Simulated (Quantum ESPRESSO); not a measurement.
# Al (Fm-3m) in Quantum ESPRESSO: notebook, part 3 of 4

Quantum ESPRESSO 7.5.

**5. Phonons, PBE**

The input, pw.in:

```
&CONTROL
  calculation = 'scf'
  prefix = 'pwscf'
  outdir = './tmp'
  pseudo_dir = './pseudo'
  tprnfor = .true.
  tstress = .true.
  disk_io = 'low'
/
&SYSTEM
  ibrav = 0
  nat = 1
  ntyp = 1
  ecutwfc = 45
  ecutrho = 360
  nbnd = 6
  occupations = 'smearing'
  smearing = 'mv'
  degauss = 0.01469973
/
&ELECTRONS
  conv_thr = 2d-10
  electron_maxstep = 120
  mixing_beta = 0.5
/
ATOMIC_SPECIES
Al    26.9815 al_pbe_v1.uspp.F.UPF
CELL_PARAMETERS bohr
   0.0000000000    3.8263269058    3.8263269058
   3.8263269058    0.0000000000    3.8263269058
   3.8263269058    3.8263269058    0.0000000000
ATOMIC_POSITIONS bohr
Al     0.0000000000    0.0000000000    0.0000000000
K_POINTS automatic
11 11 11 0 0 0
```

The input, relax.in:

```
&CONTROL
  calculation = 'vc-relax'
  prefix = 'pwscf'
  outdir = './tmp'
  pseudo_dir = './pseudo'
  tprnfor = .true.
  tstress = .true.
  disk_io = 'low'
  nstep = 40
  forc_conv_thr = 0.0001
  etot_conv_thr = 1d-06
/
&SYSTEM
  ibrav = 0
  nat = 1
  ntyp = 1
  ecutwfc = 45
  ecutrho = 360
  nbnd = 6
  occupations = 'smearing'
  smearing = 'mv'
  degauss = 0.01469973
/
&ELECTRONS
  conv_thr = 2d-10
  electron_maxstep = 120
  mixing_beta = 0.5
/
&IONS
  ion_dynamics = 'bfgs'
/
&CELL
  cell_dynamics = 'bfgs'
  press = 0
  press_conv_thr = 0.2
/
ATOMIC_SPECIES
Al    26.9815 al_pbe_v1.uspp.F.UPF
CELL_PARAMETERS bohr
   0.0000000000    3.8263269058    3.8263269058
   3.8263269058    0.0000000000    3.8263269058
   3.8263269058    3.8263269058    0.0000000000
ATOMIC_POSITIONS bohr
Al     0.0000000000    0.0000000000    0.0000000000
K_POINTS automatic
11 11 11 0 0 0
```

The input, scf2.in:

```
&CONTROL
  calculation = 'scf'
  prefix = 'pwscf'
  outdir = './tmp'
  pseudo_dir = './pseudo'
  tprnfor = .true.
  tstress = .true.
  disk_io = 'low'
/
&SYSTEM
  ibrav = 0
  nat = 1
  ntyp = 1
  ecutwfc = 45
  ecutrho = 360
  nbnd = 6
  occupations = 'smearing'
  smearing = 'mv'
  degauss = 0.01469973
/
&ELECTRONS
  conv_thr = 1d-13
  electron_maxstep = 120
  mixing_beta = 0.5
  startingpot = 'file'
  startingwfc = 'file'
/
ATOMIC_SPECIES
Al    26.9815 al_pbe_v1.uspp.F.UPF
CELL_PARAMETERS bohr
   0.0000000000    3.8199794062    3.8199794062
   3.8199794062    0.0000000000    3.8199794062
   3.8199794062    3.8199794062    0.0000000000
ATOMIC_POSITIONS bohr
Al     0.0000000000    0.0000000000    0.0000000000
K_POINTS automatic
11 11 11 0 0 0
```

The input, ph.in:

```
phonons of Al
&INPUTPH
  prefix = 'pwscf'
  outdir = './tmp'
  tr2_ph = 1d-18
  fildyn = 'dyn'
  niter_ph = 90
  alpha_mix(1) = 0.4
/
-0.0000000000 0.7071067812 0.0000000000
```

Potentials or basis: GBRV 1.5 PBE.

On the command line:

```console
OMP_NUM_THREADS=1 pw.x -in pw.in > pw.out
OMP_NUM_THREADS=1 pw.x -in relax.in > relax.out
OMP_NUM_THREADS=1 pw.x -in scf2.in > scf2.out
OMP_NUM_THREADS=1 ph.x -in ph.in > ph.out
```

pw.out:

```text
This program is part of the open-source Quantum ESPRESSO suite
     for quantum simulation of materials; please cite
[... 9 lines left out ...]
     --------------------
     sticks:   dense  smooth     PW     G-vecs:    dense   smooth      PW
     Sum         733     367    121                12939     4621     893

     Using Slab Decomposition

     bravais-lattice index     =            0
     lattice parameter (alat)  =       5.4112  a.u.
     unit-cell volume          =     112.0408 (a.u.)^3
     number of atoms/cell      =            1
     number of atomic types    =            1
     number of electrons       =         3.00
     number of Kohn-Sham states=            6
     kinetic-energy cutoff     =      45.0000  Ry
     charge density cutoff     =     360.0000  Ry
     scf convergence threshold =      2.0E-10
     mixing beta               =       0.5000
     number of iterations used =            8  plain     mixing
     Exchange-correlation= SLA  PW   PBE  PBE
                           (   1   4   3   4   0   0   0)

     celldm(1)=   5.411243  celldm(2)=   0.000000  celldm(3)=   0.000000
     celldm(4)=   0.000000  celldm(5)=   0.000000  celldm(6)=   0.000000

     crystal axes: (cart. coord. in units of alat)
               a(1) = (   0.000000   0.707107   0.707107 )
               a(2) = (   0.707107   0.000000   0.707107 )
               a(3) = (   0.707107   0.707107   0.000000 )

     reciprocal axes: (cart. coord. in units 2 pi/alat)
               b(1) = ( -0.707107  0.707107  0.707107 )
               b(2) = (  0.707107 -0.707107  0.707107 )
               b(3) = (  0.707107  0.707107 -0.707107 )

     PseudoPot. # 1 for Al read from file:
     al_pbe_v1.uspp.F.UPF
     Pseudo is Ultrasoft + core correction, Zval =  3.0
     Generated by new atomic code, or converted to UPF format
     Using radial grid of  893 points,  3 beta functions with:
                l(1) =   0
                l(2) =   1
                l(3) =   2
     Q(r) pseudized with  8 coefficients,  rinner =    0.900   0.900   0.900
                                                       0.900   0.900

     atomic species   valence    mass     pseudopotential
     Al                3.00    26.98150     Al( 1.00)

     48 Sym. Ops., with inversion, found

   Cartesian axes

     site n.     atom                  positions (alat units)
         1        Al     tau(   1) = (   0.0000000   0.0000000   0.0000000  )

     number of k points=    56  Marzari-Vanderbilt smearing, width (Ry)=  0.0147
                       cart. coord. in units 2pi/alat
        k(    1) = (   0.0000000   0.0000000   0.0000000), wk =   0.0015026
        k(    2) = (   0.0642824   0.0642824  -0.0642824), wk =   0.0120210
        k(    3) = (   0.1285649   0.1285649  -0.1285649), wk =   0.0120210
        k(    4) = (   0.1928473   0.1928473  -0.1928473), wk =   0.0120210
        k(    5) = (   0.2571297   0.2571297  -0.2571297), wk =   0.0120210
        k(    6) = (   0.3214122   0.3214122  -0.3214122), wk =   0.0120210
[... 48 lines left out ...]
        k(   55) = (  -0.0642824  -0.4499770   0.7071068), wk =   0.0360631
        k(   56) = (   0.0000000  -0.3856946   0.6428243), wk =   0.0360631

     Dense  grid:    12939 G-vectors     FFT dimensions: (  36,  36,  36)

     Smooth grid:     4621 G-vectors     FFT dimensions: (  24,  24,  24)

     Initial potential from superposition of free atoms

     starting charge       2.9975, renormalised to       3.0000
     Starting wfcs are    4 randomized atomic wfcs +    2 random wfcs

     Self-consistent Calculation

     iteration #  1     ecut=    45.00 Ry     beta= 0.50
     Davidson diagonalization with overlap
     ethr =  1.00E-02,  avg # of iterations =  5.6

     Threshold (ethr) on eigenvalues was too large:
     Diagonalizing with lowered threshold

     Davidson diagonalization with overlap
     ethr =  2.03E-04,  avg # of iterations =  2.0

     total energy              =      -6.70860339 Ry
     estimated scf accuracy    <       0.00610189 Ry

     iteration #  2     ecut=    45.00 Ry     beta= 0.50
     Davidson diagonalization with overlap
     ethr =  2.03E-04,  avg # of iterations =  1.0

     total energy              =      -6.70823751 Ry
     estimated scf accuracy    <       0.00129165 Ry

     iteration #  3     ecut=    45.00 Ry     beta= 0.50
     Davidson diagonalization with overlap
     ethr =  4.31E-05,  avg # of iterations =  1.3

     total energy              =      -6.70828448 Ry
     estimated scf accuracy    <       0.00000353 Ry
[... 5 lines left out ...]
     total energy              =      -6.70828512 Ry
     estimated scf accuracy    <       0.00000003 Ry

     iteration #  5     ecut=    45.00 Ry     beta= 0.50
     Davidson diagonalization with overlap
     ethr =  8.36E-10,  avg # of iterations =  1.6

     total energy              =      -6.70828513 Ry
     estimated scf accuracy    <          1.5E-09 Ry

     iteration #  6     ecut=    45.00 Ry     beta= 0.50
     Davidson diagonalization with overlap
     ethr =  5.11E-11,  avg # of iterations =  1.1

     End of self-consistent calculation

          k = 0.0000 0.0000 0.0000 (   537 PWs)   bands (ev):

    -3.2827  20.4222  20.4222  21.6677  21.6677  21.6677

          k = 0.0643 0.0643-0.0643 (   555 PWs)   bands (ev):

    -3.0589  17.4808  19.7342  19.7342  22.4022  22.6797

          k = 0.1286 0.1286-0.1286 (   567 PWs)   bands (ev):

    -2.3891  13.8574  18.9926  18.9926  22.1854  23.5174

          k = 0.1928 0.1928-0.1928 (   573 PWs)   bands (ev):

    -1.2787  10.4437  18.5823  18.5823  21.9788  22.0476

          k = 0.2571 0.2571-0.2571 (   580 PWs)   bands (ev):
[... 195 lines left out ...]
          k =-0.1286-0.3857 0.6428 (   566 PWs)   bands (ev):

     4.4864   6.7631  10.0918  10.9717  21.8305  22.7193

          k =-0.0643-0.4500 0.7071 (   568 PWs)   bands (ev):

     5.0680   8.3661   8.4221   9.9305  20.4288  22.0034

          k = 0.0000-0.3857 0.6428 (   578 PWs)   bands (ev):

     6.4562   6.7079   8.1170   9.9747  21.6305  24.3631

     the Fermi energy is     7.8546 ev

!    total energy              =      -6.70828513 Ry
     estimated scf accuracy    <          2.6E-11 Ry
     smearing contrib. (-TS)   =       0.00002450 Ry
     internal energy E=F+TS    =      -6.70830963 Ry

     The total energy is F=E-TS. E is the sum of the following terms:
     one-electron contribution =       2.96563975 Ry
     hartree contribution      =       0.00824474 Ry
     xc contribution           =      -4.29010927 Ry
     ewald contribution        =      -5.39208485 Ry

     convergence has been achieved in   6 iterations

     Forces acting on atoms (cartesian axes, Ry/au):

     atom    1 type  1   force =     0.00000000    0.00000000    0.00000000

     Total force =     0.000000     Total SCF correction =     0.000000

     Computing stress (Cartesian axis) and pressure

          total   stress  (Ry/bohr**3)                   (kbar)     P=       -3.89
  -0.00002647  -0.00000000  -0.00000000           -3.89       -0.00       -0.00
  -0.00000000  -0.00002647  -0.00000000           -0.00       -3.89       -0.00
  -0.00000000  -0.00000000  -0.00002647           -0.00       -0.00       -3.89

=------------------------------------------------------------------------------=
   JOB DONE.
=------------------------------------------------------------------------------=
```

relax.out:

```text
This program is part of the open-source Quantum ESPRESSO suite
     for quantum simulation of materials; please cite
[... 9 lines left out ...]
     --------------------
     sticks:   dense  smooth     PW     G-vecs:    dense   smooth      PW
     Sum         733     367    121                12939     4621     893
[... 1804 lines left out ...]
  -0.00000010   0.00000000   0.00000000           -0.01        0.00        0.00
   0.00000000  -0.00000010   0.00000000            0.00       -0.01        0.00
   0.00000000   0.00000000  -0.00000010            0.00        0.00       -0.01

=------------------------------------------------------------------------------=
   JOB DONE.
=------------------------------------------------------------------------------=
```

scf2.out:

```text
This program is part of the open-source Quantum ESPRESSO suite
     for quantum simulation of materials; please cite
[... 9 lines left out ...]
     --------------------
     sticks:   dense  smooth     PW     G-vecs:    dense   smooth      PW
     Sum         733     361    121                12939     4573     893
[... 381 lines left out ...]
  -0.00000010   0.00000000   0.00000000           -0.01        0.00        0.00
   0.00000000  -0.00000010  -0.00000000            0.00       -0.01       -0.00
   0.00000000  -0.00000000  -0.00000010            0.00       -0.00       -0.01

=------------------------------------------------------------------------------=
   JOB DONE.
=------------------------------------------------------------------------------=
```

Run time: 34 s. Hardware: 1 thread of Arm Neoverse V1, shared host; peak memory 0.09 GiB.

Results:

* Free energy: -91.2710 eV
* Relaxed volume: 16.52 Å³/atom
* Relaxed cell: a = 2.859 Å, b = 2.859 Å, c = 2.859 Å, α = 60.00°, β = 60.00°, γ = 60.00°
* Space group after relaxing (to 0.05 Å): Fm-3m (No. 225)
* Pressure after relaxing: 0.0 GPa
* Band gap on the k mesh: none (metal or under the smearing width)
* Highest phonon frequency at the q point run: 325 cm⁻¹

The path:
```tsv
step	energy change (eV)	largest force (eV/Å)	pressure (GPa)	volume (Å³)
1	0.0000	0.0000	-0.39	16.60
2	-0.0001	0.0000	-0.24	16.57
3	-0.0001	0.0000	0.00	16.52
4	-0.0001	0.0000	0.00	16.52
```

Final structure:
```xyz
1
Lattice="0.0000 2.0214 2.0214 2.0214 0.0000 2.0214 2.0214 2.0214 0.0000" Properties=species:S:1:pos:R:3 pbc="T T T"
Al    0.0000    0.0000    0.0000
```

Levels at points of the mesh, in eV from the Fermi level:
| k point | band 1 | band 2 | band 3 | band 4 |
| --- | --- | --- | --- | --- |
| (0.00, 0.00, 0.00) | -11.17 | 12.60 | 12.60 | 13.88 |

Phonon frequencies in cm⁻¹ (negative: imaginary):
```
              q point  frequencies
(0.500, 0.000, 0.500)  196 196 325
```

Phonon modes at q = (0.500, 0.000, 0.500) in reciprocal lattice units:
```csv
mode,symmetry,cm⁻¹
1,E_u,196
2,E_u,196
3,A_2u,325
```

Caveat: the q point doesn't lie on the k mesh, which can shift a metal's frequencies strongly unless the mesh is converged.

(Part 3 of 4 ends here.)
